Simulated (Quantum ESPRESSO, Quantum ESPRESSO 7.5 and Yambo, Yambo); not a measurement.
## A GW chain in Yambo: BeTe (F-43m)

Wanted: ground state, empty states, screening and self-energy for BeTe (F-43m).

Calculated with Quantum ESPRESSO 7.5 and Yambo 5.3.0; PBE and many-body steps on it, plane waves.

The database entry behind the starting cell differs from later determinations by our own check (an axis about 1.5 % short against later determinations), so it need not match the best structure at ambient conditions.

## 1. The structure

It takes space group F-43m (No. 216, cubic). Conventional cell: a = 5.540 Å, b = 5.540 Å, c = 5.540 Å, α = 90.00°, β = 90.00°, γ = 90.00°. Nearest to Be lie 4 Te at 2.40 Å. Te has 4 Be at 2.40 Å nearest. Farther neighbours and most contacts between anions are not listed.

Structure file:

```cif
data_structure
_symmetry_space_group_name_H-M 'P 1'
_symmetry_Int_Tables_number 1
_cell_length_a 3.9174
_cell_length_b 3.9174
_cell_length_c 3.9174
_cell_angle_alpha 60.000
_cell_angle_beta 60.000
_cell_angle_gamma 60.000
_cell_volume 42.51
loop_
_atom_site_label
_atom_site_type_symbol
_atom_site_fract_x
_atom_site_fract_y
_atom_site_fract_z
_atom_site_occupancy
Be1 Be 0.00000 0.00000 0.00000 1
Te2 Te 0.25000 0.25000 0.25000 1
```

The cell and positions come from the Crystallography Open Database and are kept as given unless a step says otherwise. Spin-orbit coupling is left out unless a step names it.

## 2. Ground state

This step: Quantum ESPRESSO 7.5; DFT, PBE, plane waves, norm-conserving pseudopotentials.

The ground-state density comes first.

File pw.in:

```
&control
  calculation = 'scf'
  prefix = 'x'
  outdir = 'o'
  pseudo_dir = 'pseudo'
/
&system
  ibrav = 0
  nat = 2
  ntyp = 2
  ecutwfc = 88.0
  nbnd = 19
  force_symmorphic = .true.
/
&electrons
  conv_thr = 1e-10
  electron_maxstep = 80
  mixing_beta = 0.5
/
ATOMIC_SPECIES
  Be 9.012 Be.upf
  Te 127.6 Te.upf
CELL_PARAMETERS angstrom
  0.0000000000 2.7700000000 2.7700000000
  2.7700000000 0.0000000000 2.7700000000
  2.7700000000 2.7700000000 -0.0000000000
ATOMIC_POSITIONS crystal
  Be 0.0000000000 0.0000000000 0.0000000000
  Te 0.2500000000 0.2500000000 0.2500000000
K_POINTS automatic
  6 6 6 0 0 0
```

The run is started by

```
> OMP_NUM_THREADS=1 mpirun -n 8 pw.x -nk 8 -in pw.in > pw.out
```

What it wrote:

```text
Program PWSCF v.7.5 starts

     This program is part of the open-source Quantum ESPRESSO suite
     for quantum simulation of materials; please cite
         "P. Giannozzi et al., J. Phys.:Condens. Matter 21 395502 (2009);
         "P. Giannozzi et al., J. Phys.:Condens. Matter 29 465901 (2017);
         "P. Giannozzi et al., J. Chem. Phys. 152 154105 (2020);
     in publications or presentations arising from this work. More details at
     Message from routine setup:
     using ibrav=0 with symmetry is DISCOURAGED, use correct ibrav instead

     G-vector sticks info

     bravais-lattice index     =            0
     lattice parameter (alat)  =       7.4028  a.u.
     unit-cell volume          =     286.8573 (a.u.)^3
     number of atoms/cell      =            2
     number of atomic types    =            2
     number of electrons       =        28.00
     number of Kohn-Sham states=           19
     kinetic-energy cutoff     =      88.0000  Ry
     charge density cutoff     =     352.0000  Ry
     scf convergence threshold =      1.0E-10
     mixing beta               =       0.5000
     number of iterations used =            8  plain     mixing
     Exchange-correlation= PBE
                           (   1   4   3   4   0   0   0)

     celldm(1)=   7.402759  celldm(2)=   0.000000  celldm(3)=   0.000000
     celldm(4)=   0.000000  celldm(5)=   0.000000  celldm(6)=   0.000000

     crystal axes: (cart. coord. in units of alat)
               a(1) = (   0.000000   0.707107   0.707107 )
               a(2) = (   0.707107   0.000000   0.707107 )
               a(3) = (   0.707107   0.707107  -0.000000 )

     reciprocal axes: (cart. coord. in units 2 pi/alat)
               b(1) = ( -0.707107  0.707107  0.707107 )
               b(2) = (  0.707107 -0.707107  0.707107 )
               b(3) = (  0.707107  0.707107 -0.707107 )
     Pseudo is Norm-conserving, Zval =  4.0
     Generated using ONCVPSP code by D. R. Hamann
     Using radial grid of 1358 points,  4 beta functions with:
     Pseudo is Norm-conserving + core correction, Zval = 24.0
     Generated using ONCVPSP code by D. R. Hamann
     Using radial grid of 1294 points,  8 beta functions with:
     Be                4.00     9.01200     Be( 1.00)
     Te               24.00   127.60000     Te( 1.00)

     24 Sym. Ops. (no inversion) found

   Cartesian axes

     site n.     atom                  positions (alat units)
         1        Be     tau(   1) = (   0.0000000   0.0000000   0.0000000  )
         2        Te     tau(   2) = (   0.3535534   0.3535534   0.3535534  )

     number of k points=    16
                       cart. coord. in units 2pi/alat
        k(    1) = (   0.0000000   0.0000000   0.0000000), wk =   0.0092593
        k(    2) = (   0.1178511   0.1178511  -0.1178511), wk =   0.0740741
        k(    3) = (   0.2357023   0.2357023  -0.2357023), wk =   0.0740741
        k(    4) = (  -0.3535534  -0.3535534   0.3535534), wk =   0.0370370
        k(    5) = (   0.2357023   0.0000000  -0.0000000), wk =   0.0555556
        k(    6) = (   0.3535534   0.1178511  -0.1178511), wk =   0.2222222
        k(    7) = (  -0.2357023  -0.4714045   0.4714045), wk =   0.2222222
        k(    8) = (  -0.1178511  -0.3535534   0.3535534), wk =   0.2222222
        k(    9) = (   0.0000000  -0.2357023   0.2357023), wk =   0.1111111
        k(   10) = (   0.4714045   0.0000000  -0.0000000), wk =   0.0555556
     [... 4 further rows ...]
        k(   15) = (  -0.1178511  -0.3535534   0.5892557), wk =   0.2222222
        k(   16) = (  -0.7071068   0.2357023   0.0000000), wk =   0.1111111

     Dense  grid:    31951 G-vectors     FFT dimensions: (  45,  45,  45)

     Initial potential from superposition of free atoms

     starting charge      27.9996, renormalised to      28.0000
     Starting wfcs are   15 randomized atomic wfcs +    4 random wfcs

     per-process dynamical memory:    27.5 Mb

     Self-consistent Calculation

     iteration #  1     ecut=    88.00 Ry     beta= 0.50

     Threshold (ethr) on eigenvalues was too large:
     Diagonalizing with lowered threshold

     total energy              =    -588.95080737 Ry
     estimated scf accuracy    <       0.04109110 Ry

     iteration #  2     ecut=    88.00 Ry     beta= 0.50

     total energy              =    -588.95344175 Ry
     estimated scf accuracy    <       0.00449640 Ry

     iteration #  3     ecut=    88.00 Ry     beta= 0.50

     total energy              =    -588.95369436 Ry
     estimated scf accuracy    <       0.00035875 Ry

     iteration #  4     ecut=    88.00 Ry     beta= 0.50

     total energy              =    -588.95372421 Ry
     estimated scf accuracy    <       0.00001527 Ry

     iteration #  5     ecut=    88.00 Ry     beta= 0.50

     total energy              =    -588.95372686 Ry
     estimated scf accuracy    <       0.00000064 Ry

     iteration #  6     ecut=    88.00 Ry     beta= 0.50

     total energy              =    -588.95372707 Ry
     estimated scf accuracy    <       0.00000002 Ry

     iteration #  7     ecut=    88.00 Ry     beta= 0.50

     total energy              =    -588.95372708 Ry
     estimated scf accuracy    <          5.2E-09 Ry

     iteration #  8     ecut=    88.00 Ry     beta= 0.50

     total energy              =    -588.95372708 Ry
     estimated scf accuracy    <          4.1E-10 Ry

     iteration #  9     ecut=    88.00 Ry     beta= 0.50

     End of self-consistent calculation

          k = 0.0000 0.0000 0.0000 (  4015 PWs)   bands (ev):

  -149.6017 -99.6294 -99.6294 -99.6294 -90.8179 -26.9193 -26.9193 -26.9193
   -26.9043 -26.9043  -3.2079   9.4262   9.4262   9.4262  13.0168  13.0168
    13.0168  13.6252  17.8212

          k = 0.1179 0.1179-0.1179 (  3993 PWs)   bands (ev):

  -149.6017 -99.6294 -99.6294 -99.6294 -90.8179 -26.9186 -26.9178 -26.9178
   -26.9041 -26.9041  -2.9304   7.3379   9.0145   9.0145  13.0067  13.5978
    13.5978  15.5259  18.4300

          k = 0.2357 0.2357-0.2357 (  3996 PWs)   bands (ev):

  -149.6016 -99.6294 -99.6294 -99.6294 -90.8179 -26.9174 -26.9163 -26.9163
   -26.9033 -26.9033  -2.2280   4.7385   8.4368   8.4368  12.7579  14.0651
    14.0651  17.2943  19.0204

          k =-0.3536-0.3536 0.3536 (  3996 PWs)   bands (ev):

     [... further k-points ...]

     highest occupied, lowest unoccupied level (ev):     9.4262   11.2895

!    total energy              =    -588.95372708 Ry
     estimated scf accuracy    <          4.8E-11 Ry

     The total energy is the sum of the following terms:
     one-electron contribution =    -443.77695607 Ry
     hartree contribution      =     206.03692864 Ry
     xc contribution           =     -77.24413346 Ry
     ewald contribution        =    -273.96956620 Ry

     convergence has been achieved in   9 iterations

     XML data file, charge density, pseudopotentials, collected wavefunctions

=------------------------------------------------------------------------------=
   JOB DONE.
=------------------------------------------------------------------------------=
```

Wall time 3.4 s (8 MPI ranks of Arm Neoverse V2, shared host); peak memory 0.51 GiB; 26 s of CPU time.

This step gave:

```
total energy               : -8013.1237 eV
gap                        : 1.863 eV
k of the valence top       : 0, 0, 0
k of the conduction bottom : 0, -0.5, -0.5
least direct gap           : 3.591 eV
```

The gap is indirect, with the least direct gap 1.73 eV higher.

## 3. Bands along the symmetry lines

Levels along a band path, at the cheap level, show where the edges lie and whether the meshes to come will hold them.

File pw.in:

```
&control
  calculation = 'bands'
  prefix = 'x'
  outdir = 'o'
  pseudo_dir = 'pseudo'
/
&system
  ibrav = 0
  nat = 2
  ntyp = 2
  ecutwfc = 88.0
  nbnd = 20
  force_symmorphic = .true.
/
&electrons
  conv_thr = 1e-9
  electron_maxstep = 80
  diago_full_acc = .true.
  diago_thr_init = 5e-6
/
ATOMIC_SPECIES
  Be 9.012 Be.upf
  Te 127.6 Te.upf
CELL_PARAMETERS angstrom
  0.0000000000 2.7700000000 2.7700000000
  2.7700000000 0.0000000000 2.7700000000
  2.7700000000 2.7700000000 -0.0000000000
ATOMIC_POSITIONS crystal
  Be 0.0000000000 0.0000000000 0.0000000000
  Te 0.2500000000 0.2500000000 0.2500000000
K_POINTS crystal
  50
  0.00000000 0.00000000 0.00000000 1
  -0.06250000 -0.06250000 0.00000000 1
  -0.12500000 -0.12500000 0.00000000 1
  -0.18750000 -0.18750000 0.00000000 1
  -0.25000000 -0.25000000 0.00000000 1
  -0.31250000 -0.31250000 0.00000000 1
  -0.37500000 -0.37500000 0.00000000 1
  -0.43750000 -0.43750000 0.00000000 1
  -0.50000000 -0.50000000 0.00000000 1
  -0.48437500 -0.48437500 0.03125000 1
  -0.46875000 -0.46875000 0.06250000 1
  -0.45312500 -0.45312500 0.09375000 1
  -0.43750000 -0.43750000 0.12500000 1
  -0.42187500 -0.42187500 0.15625000 1
  -0.40625000 -0.40625000 0.18750000 1
  -0.39062500 -0.39062500 0.21875000 1
  -0.37500000 -0.37500000 0.25000000 1
  -0.37500000 0.00000000 0.37500000 1
  -0.32812500 0.00000000 0.32812500 1
  -0.28125000 0.00000000 0.28125000 1
  -0.23437500 0.00000000 0.23437500 1
  -0.18750000 0.00000000 0.18750000 1
  -0.14062500 0.00000000 0.14062500 1
  -0.09375000 0.00000000 0.09375000 1
  -0.04687500 0.00000000 0.04687500 1
  0.00000000 0.00000000 0.00000000 1
  0.00000000 0.00000000 0.06250000 1
  0.00000000 0.00000000 0.12500000 1
  0.00000000 0.00000000 0.18750000 1
  0.00000000 0.00000000 0.25000000 1
  0.00000000 0.00000000 0.31250000 1
  0.00000000 0.00000000 0.37500000 1
  0.00000000 0.00000000 0.43750000 1
  -0.00000000 -0.00000000 0.50000000 1
  -0.06250000 -0.03125000 0.46875000 1
  -0.12500000 -0.06250000 0.43750000 1
  -0.18750000 -0.09375000 0.40625000 1
  -0.25000000 -0.12500000 0.37500000 1
  -0.31250000 -0.15625000 0.34375000 1
  -0.37500000 -0.18750000 0.31250000 1
  -0.43750000 -0.21875000 0.28125000 1
  -0.50000000 -0.25000000 0.25000000 1
  -0.50000000 -0.28125000 0.21875000 1
  -0.50000000 -0.31250000 0.18750000 1
  -0.50000000 -0.34375000 0.15625000 1
  -0.50000000 -0.37500000 0.12500000 1
  -0.50000000 -0.40625000 0.09375000 1
  -0.50000000 -0.43750000 0.06250000 1
  -0.50000000 -0.46875000 0.03125000 1
  -0.50000000 -0.50000000 0.00000000 1
```

What it wrote:

```text
[banner, memory and clock lines left out]
Program PWSCF v.7.5 starts

     Atomic positions and unit cell read from directory:
     o/x.save/

     Message from routine setup:
     using ibrav=0 with symmetry is DISCOURAGED, use correct ibrav instead

     G-vector sticks info

     bravais-lattice index     =            0
     lattice parameter (alat)  =       7.4028  a.u.
     unit-cell volume          =     286.8573 (a.u.)^3
     number of atoms/cell      =            2
     number of atomic types    =            2
     number of electrons       =        28.00
     number of Kohn-Sham states=           20
     kinetic-energy cutoff     =      88.0000  Ry
     charge density cutoff     =     352.0000  Ry
     Exchange-correlation= PBE
                           (   1   4   3   4   0   0   0)

     celldm(1)=   7.402759  celldm(2)=   0.000000  celldm(3)=   0.000000
     celldm(4)=   0.000000  celldm(5)=   0.000000  celldm(6)=   0.000000

     crystal axes: (cart. coord. in units of alat)
               a(1) = (   0.000000   0.707107   0.707107 )
               a(2) = (   0.707107   0.000000   0.707107 )
               a(3) = (   0.707107   0.707107  -0.000000 )

     reciprocal axes: (cart. coord. in units 2 pi/alat)
               b(1) = ( -0.707107  0.707107  0.707107 )
               b(2) = (  0.707107 -0.707107  0.707107 )
               b(3) = (  0.707107  0.707107 -0.707107 )
     Pseudo is Norm-conserving, Zval =  4.0
     Generated using ONCVPSP code by D. R. Hamann
     Using radial grid of 1358 points,  4 beta functions with:
     Pseudo is Norm-conserving + core correction, Zval = 24.0
     Generated using ONCVPSP code by D. R. Hamann
     Using radial grid of 1294 points,  8 beta functions with:
     Be                4.00     9.01200     Be( 1.00)
     Te               24.00   127.60000     Te( 1.00)

     24 Sym. Ops. (no inversion) found

   Cartesian axes

     site n.     atom                  positions (alat units)
         1        Be     tau(   1) = (   0.0000000   0.0000000   0.0000000  )
         2        Te     tau(   2) = (   0.3535534   0.3535534   0.3535534  )

     number of k points=    50
                       cart. coord. in units 2pi/alat
        k(    1) = (   0.0000000   0.0000000   0.0000000), wk =   0.0400000
        k(    2) = (   0.0000000   0.0000000  -0.0883883), wk =   0.0400000
        k(    3) = (   0.0000000   0.0000000  -0.1767767), wk =   0.0400000
[...]
[... 38 further rows ...]
        k(   49) = (   0.0441942  -0.0000000  -0.7071068), wk =   0.0400000
        k(   50) = (   0.0000000   0.0000000  -0.7071068), wk =   0.0400000

     Dense  grid:    31951 G-vectors     FFT dimensions: (  45,  45,  45)

     The potential is recalculated from file :
     o/x.save/charge-density

     Starting wfcs are   15 randomized atomic wfcs +    5 random wfcs

     Band Structure Calculation

     End of band structure calculation

          k = 0.0000 0.0000 0.0000 (  4015 PWs)   bands (ev):

  -149.6016 -99.6293 -99.6293 -99.6293 -90.8180 -26.9192 -26.9192 -26.9192
   -26.9042 -26.9042  -3.2079   9.4262   9.4262   9.4262  13.0168  13.0168
    13.0168  13.6252  17.8213  19.9978

          k = 0.0000 0.0000-0.0884 (  3951 PWs)   bands (ev):

  -149.6015 -99.6293 -99.6293 -99.6293 -90.8180 -26.9186 -26.9177 -26.9177
[...]
13.3155  13.9811  17.9572  18.9519

          k = 0.0000 0.0000-0.1768 (  3967 PWs)   bands (ev):

[...]
14.0497  14.6027  17.6284  18.7212

          k =-0.0000 0.0000-0.2652 (  3984 PWs)   bands (ev):

[...]
k = 0.0000 0.0000-0.3536 (  4016 PWs)   bands (ev):

[...]
k = 0.0000-0.0000-0.4419 (  4008 PWs)   bands (ev):

[...]
k =-0.0000 0.0000-0.5303 (  4016 PWs)   bands (ev):

[...]
k = 0.0000-0.0000-0.6187 (  4016 PWs)   bands (ev):

[...]
k = 0.5303-0.0000-0.5303 (  4031 PWs)   bands (ev):

[...]
k = 0.0000 0.0000 0.0000 (  4015 PWs)   bands (ev):

[...]
k = 0.1326 0.0000-0.7071 (  4012 PWs)   bands (ev):

[...]
k = 0.0884-0.0000-0.7071 (  4004 PWs)   bands (ev):

[...]
k = 0.0442-0.0000-0.7071 (  4002 PWs)   bands (ev):

[...]
19.4096  19.4143  21.2001  22.6090

          k = 0.0000 0.0000-0.7071 (  3984 PWs)   bands (ev):

  -149.6015 -99.6293 -99.6293 -99.6293 -90.8179 -26.9201 -26.9110 -26.9110
   -26.9057 -26.9012  -1.2006   4.0536   6.5987   6.5987  11.2895  12.0458
    19.5059  19.5059  21.2764  22.9647

     XML data file, pseudopotentials, collected wavefunctions
```

The job ended after 3 s (8 MPI ranks; peak memory 0.45 GiB).

Numbers from this step:

- gap: 1.863 eV
- k of the valence top: 0, 0, 0
- k of the conduction bottom: -0.5, -0.5, 0
- least direct gap: 3.591 eV

The gap is 1.863 eV, as in the run before at this level.

Electronic bands along the path, in eV, zero at the top of the highest filled band:

| point | band 11 | band 12 | band 13 | band 14 | band 15 | band 16 | band 17 | band 18 |
| --- | --- | --- | --- | --- | --- | --- | --- | --- |
| Γ | -12.63 | 0.00 | 0.00 | 0.00 | 3.59 | 3.59 | 3.59 | 4.20 |
| halfway | -11.83 | -2.99 | -1.81 | -1.81 | 2.54 | 4.44 | 6.61 | 6.61 |
| X | -10.63 | -5.37 | -2.83 | -2.83 | 1.86 | 2.62 | 10.08 | 10.08 |
| halfway | -10.62 | -5.26 | -3.36 | -2.72 | 2.22 | 3.32 | 9.41 | 9.52 |
| U | -10.65 | -4.99 | -4.15 | -2.39 | 2.64 | 5.33 | 8.10 | 8.48 |
| jump to K | -10.65 | -4.99 | -4.15 | -2.39 | 2.64 | 5.33 | 8.10 | 8.48 |
| halfway | -11.76 | -3.69 | -2.43 | -0.72 | 4.16 | 4.70 | 5.33 | 6.45 |
| Γ | -12.63 | 0.00 | 0.00 | 0.00 | 3.59 | 3.59 | 3.59 | 4.20 |
| halfway | -12.04 | -3.49 | -0.73 | -0.73 | 3.45 | 4.52 | 4.52 | 7.30 |
| L | -11.17 | -5.85 | -1.21 | -1.21 | 3.23 | 4.60 | 4.60 | 7.81 |
| halfway | -10.90 | -5.40 | -3.07 | -2.05 | 4.21 | 4.47 | 6.86 | 7.96 |
| W | -10.59 | -4.79 | -3.96 | -3.44 | 5.33 | 5.55 | 5.68 | 6.42 |
| halfway | -10.61 | -5.16 | -3.34 | -3.16 | 2.97 | 3.63 | 8.52 | 8.70 |
| X | -10.63 | -5.37 | -2.83 | -2.83 | 1.86 | 2.62 | 10.08 | 10.08 |

The electronic bands as a text plot (rows in eV, shown from -8.0 to 7.9 only):

```
    7.5 |       ++         +++              +++ ++     +    +
    6.9 |     ++           +++++                      ++++ ++
    6.2 |                   +++++++        +         +   +++
    5.5 |    +            +   +++  ++    ++              ++
    4.9 |  +++           +      +++  +       ++++++++  +++ ++
    4.2 |++   ++              +++++++ +++++++     ++++++    +
    3.6 |++     ++     ++   ++     ++++++++++++++ +++        +
    2.9 |  +++    +++++   ++                     +           ++++
    2.2 |     +++++   ++++                                    +++
    1.6 |          +++
    0.9 |
    0.3 |*                           ***
   -0.4 | ***                   ******  *****
   -1.1 |  ***                **   **    **  *******
   -1.7 |    ***           ***   ****             *****
   -2.4 |       ***     ***     *          *         * *
   -3.0 |     **   *****      ** **                   * **  *****
   -3.7 |       **      **  **  *           *          ******
   -4.4 |         *       **  **             **
   -5.0 |          ** ********                 *       *********
   -5.7 |            *                          *******         *
   -6.3 |
   -7.0 |
   -7.7 |
         Γ           X  U|K            Γ         L        W     X
```

(Continued in part 2 of 3.)

[Paths, hosts, dates, memory and timing lines, banners, echoed tables and standing remarks are left out of the program output.]

[Logs are printed without paths, hosts, clocks, repeated set-up lines and the standing remarks that a program may print on its own settings, such as how far it seeks lower states.]

[Runs of the session that timed out or met a known fault of the program may be left out.]

[Hosts, paths, dates, database ids (printed as entryN), source tags and the programs' standing remarks are cut or masked in the printed files.]
